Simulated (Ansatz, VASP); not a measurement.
**C in VASP and in Ansatz**

```
C
1.0
    -1.17467    1.17467    1.17467
     1.17467   -1.17467    1.17467
     1.17467    1.17467   -1.17467
C
1
Cartesian
  0.0000 0.0000 0.0000
```

Alike in both runs: task relaxation of cell and atoms; functional PBE; k mesh 32 × 32 × 32; occupations gaussian, width 0.1 eV; no spin polarisation.

|  | VASP | Ansatz |
| --- | --- | --- |
| version | VASP 6.6.1 | Ansatz 0.2.0 |
| potentials or method | VASP PAW PBE potentials, release 64 (C) | scalar-relativistic, plane waves, PAW |
| plane-wave cutoff (eV) | 600 | 420 |
| valence electrons in the cell | 4 | 4 |

```tsv
	VASP	Ansatz	Ansatz less VASP
gap on the k mesh at the Fermi level, each at its own relaxed structure (eV)	none	none	-
relaxed volume (Å³/atom)	6.68	6.68	+0.002
relaxed cell length with the largest relative difference (Å)	2.055	2.055	+0.0002
energy change over the relaxation (meV/atom)	-3	-4	-0.1
```

A gap of «none» marks a metal or a gap that the smearing closes.
